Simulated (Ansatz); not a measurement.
# InSe: the cost of one run

Program: Ansatz 0.2.0. Level of theory: DFT PBE, scalar-relativistic, plane waves, PAW. These are calculated values, not measurements.

## Step 1: The system as given

Symmetry: C2/m, No. 12, monoclinic system. The conventional cell has a = 11.736 Å, b = 4.110 Å, c = 4.610 Å, α = 90.00°, β = 110.30°, γ = 90.00°. In (site symmetry m) is surrounded by 3 Se at 2.58 to 2.78 Å and 1 In at 2.74 Å. Se (site symmetry m) has 3 In at 2.58 to 2.78 Å in its first shell of neighbours.

Coordinates:

```xyz
64
Lattice="3.1988 8.2200 -8.6473 -3.1988 8.2200 8.6473 10.1364 -8.2200 4.3237" Properties=species:S:1:pos:R:3 pbc="T T T"
In    8.7670    4.1100    4.3453
In    7.1676    4.1100    8.6689
In    1.2997    6.1650    8.6689
In   10.3665    0.0000    0.0216
In    8.7670    0.0000    4.3453
In    7.1676    0.0000    8.6689
In    8.7670    8.2200    4.3453
In    2.8991    2.0550    4.3453
In    4.4986   10.2750    0.0216
In    2.8991   10.2750    4.3453
In    8.7670   -4.1100    4.3453
In   10.3665    4.1100    0.0216
In    6.0980    6.1650   -4.3020
In    4.4986    6.1650    0.0216
In    2.8991    6.1650    4.3453
In    4.4986    2.0550    0.0216
In    1.3694   12.3300   -0.0216
In    2.9688    4.1100   -4.3453
In    7.2373   -2.0550   -0.0216
In    2.9688    8.2200   -4.3453
In    1.3694    8.2200   -0.0216
In   -0.2301    8.2200    4.3020
In    1.3694    0.0000   -0.0216
In    5.6378    2.0550    4.3020
In    4.0384    2.0550    8.6257
In    8.8367    2.0550   -4.3453
In    1.3694    4.1100   -0.0216
In   -0.2301    4.1100    4.3020
In    5.6378   -2.0550    4.3020
In    7.2373    6.1650   -0.0216
In    5.6378    6.1650    4.3020
In    7.2373    2.0550   -0.0216
Se    5.1194    4.1100    7.0994
Se    6.7188   -4.1100    2.7758
Se    4.0497    6.1650   -5.8715
Se    6.7188    0.0000    2.7758
Se    5.1194    0.0000    7.0994
Se    6.7188    8.2200    2.7758
Se    8.3182    0.0000   -1.5479
Se    2.4503   10.2750   -1.5479
Se    0.8509   10.2750    2.7758
Se    2.4503    2.0550   -1.5479
Se    8.3182    4.1100   -1.5479
Se    6.7188    4.1100    2.7758
Se    2.4503    6.1650   -1.5479
Se    0.8509    6.1650    2.7758
Se   -0.7485    6.1650    7.0994
Se    0.8509    2.0550    2.7758
Se    1.8182    4.1100    5.8715
Se    3.4176   12.3300    1.5479
Se    7.6861    6.1650    5.8715
Se    3.4176    0.0000    1.5479
Se    5.0170    8.2200   -2.7758
Se    3.4176    8.2200    1.5479
Se    1.8182    8.2200    5.8715
Se    9.2855    2.0550    1.5479
Se    7.6861    2.0550    5.8715
Se    6.0867    2.0550   10.1952
Se    5.0170    4.1100   -2.7758
Se    3.4176    4.1100    1.5479
Se    9.2855   -2.0550    1.5479
Se    7.6861   -2.0550    5.8715
Se    9.2855    6.1650    1.5479
Se   10.8849    2.0550   -2.7758
```

The runs take a perfect supercell of 64 atoms; the defect goes to fractional position (0.662, 0.722, 0.884).

## Step 2: The perfect supercell

Contents of input.yaml:

```yaml
crystal:
  lattice:
    - [3.19883, 8.22, -8.647305]
    - [-3.19883, 8.22, 8.647305]
    - [10.136391, -8.22, 4.323652]
  atoms:
    - { symbol: In, position: [0.66175, 0.72225, 0.884] }
    - { symbol: In, position: [0.41175, 0.97225, 0.884] }
    - { symbol: In, position: [0.16175, 0.97225, 0.384] }
    - { symbol: In, position: [0.66175, 0.22225, 0.884] }
    - { symbol: In, position: [0.41175, 0.47225, 0.884] }
    - { symbol: In, position: [0.16175, 0.72225, 0.884] }
    - { symbol: In, position: [0.91175, 0.97225, 0.884] }
    - { symbol: In, position: [0.16175, 0.47225, 0.384] }
    - { symbol: In, position: [0.91175, 0.72225, 0.384] }
    - { symbol: In, position: [0.66175, 0.97225, 0.384] }
    - { symbol: In, position: [0.16175, 0.22225, 0.884] }
    - { symbol: In, position: [0.91175, 0.47225, 0.884] }
    - { symbol: In, position: [0.91175, 0.22225, 0.384] }
    - { symbol: In, position: [0.66175, 0.47225, 0.384] }
    - { symbol: In, position: [0.41175, 0.72225, 0.384] }
    - { symbol: In, position: [0.41175, 0.22225, 0.384] }
    - { symbol: In, position: [0.83825, 0.77775, 0.116] }
    - { symbol: In, position: [0.58825, 0.02775, 0.116] }
    - { symbol: In, position: [0.33825, 0.02775, 0.616] }
    - { symbol: In, position: [0.83825, 0.27775, 0.116] }
    - { symbol: In, position: [0.58825, 0.52775, 0.116] }
    - { symbol: In, position: [0.33825, 0.77775, 0.116] }
    - { symbol: In, position: [0.08825, 0.02775, 0.116] }
    - { symbol: In, position: [0.33825, 0.52775, 0.616] }
    - { symbol: In, position: [0.08825, 0.77775, 0.616] }
    - { symbol: In, position: [0.83825, 0.02775, 0.616] }
    - { symbol: In, position: [0.33825, 0.27775, 0.116] }
    - { symbol: In, position: [0.08825, 0.52775, 0.116] }
    - { symbol: In, position: [0.08825, 0.27775, 0.616] }
    - { symbol: In, position: [0.83825, 0.52775, 0.616] }
    - { symbol: In, position: [0.58825, 0.77775, 0.616] }
    - { symbol: In, position: [0.58825, 0.27775, 0.616] }
    - { symbol: Se, position: [0.3345, 0.8255, 0.66] }
    - { symbol: Se, position: [0.0845, 0.0755, 0.66] }
    - { symbol: Se, position: [0.8345, 0.0755, 0.16] }
    - { symbol: Se, position: [0.3345, 0.3255, 0.66] }
    - { symbol: Se, position: [0.0845, 0.5755, 0.66] }
    - { symbol: Se, position: [0.8345, 0.8255, 0.66] }
    - { symbol: Se, position: [0.5845, 0.0755, 0.66] }
    - { symbol: Se, position: [0.8345, 0.5755, 0.16] }
    - { symbol: Se, position: [0.5845, 0.8255, 0.16] }
    - { symbol: Se, position: [0.3345, 0.0755, 0.16] }
    - { symbol: Se, position: [0.8345, 0.3255, 0.66] }
    - { symbol: Se, position: [0.5845, 0.5755, 0.66] }
    - { symbol: Se, position: [0.5845, 0.3255, 0.16] }
    - { symbol: Se, position: [0.3345, 0.5755, 0.16] }
    - { symbol: Se, position: [0.0845, 0.8255, 0.16] }
    - { symbol: Se, position: [0.0845, 0.3255, 0.16] }
    - { symbol: Se, position: [0.1655, 0.6745, 0.34] }
    - { symbol: Se, position: [0.9155, 0.9245, 0.34] }
    - { symbol: Se, position: [0.6655, 0.9245, 0.84] }
    - { symbol: Se, position: [0.1655, 0.1745, 0.34] }
    - { symbol: Se, position: [0.9155, 0.4245, 0.34] }
    - { symbol: Se, position: [0.6655, 0.6745, 0.34] }
    - { symbol: Se, position: [0.4155, 0.9245, 0.34] }
    - { symbol: Se, position: [0.6655, 0.4245, 0.84] }
    - { symbol: Se, position: [0.4155, 0.6745, 0.84] }
    - { symbol: Se, position: [0.1655, 0.9245, 0.84] }
    - { symbol: Se, position: [0.6655, 0.1745, 0.34] }
    - { symbol: Se, position: [0.4155, 0.4245, 0.34] }
    - { symbol: Se, position: [0.4155, 0.1745, 0.84] }
    - { symbol: Se, position: [0.1655, 0.4245, 0.84] }
    - { symbol: Se, position: [0.9155, 0.6745, 0.84] }
    - { symbol: Se, position: [0.9155, 0.1745, 0.84] }
basis:
  ecutwfc: 420
  fft_grid_basis: typed
kpoints:
  mp_grid: { grid: [1, 1, 1] }
hamiltonian:
  xc: pbe
  pseudopotentials: { kind: paw }
scf:
  occupations: { method: gaussian, width: 0.05 }
output:
  forces: true
  stress: false
  eigenvalues: true
  bader: false
  write_density: true
  volumetric_format: npy
```

Started as:

```console
$ ansatz run input.yaml --threads 8 --pin off --max-ram 16384MiB --backend cpu --events-out ev --progress --plain --runs-dir out
```

Q: Estimate wall time and peak memory on 8 threads of Arm Neoverse V2, shared host.

About 13 s, with a peak of 2.7 GiB.
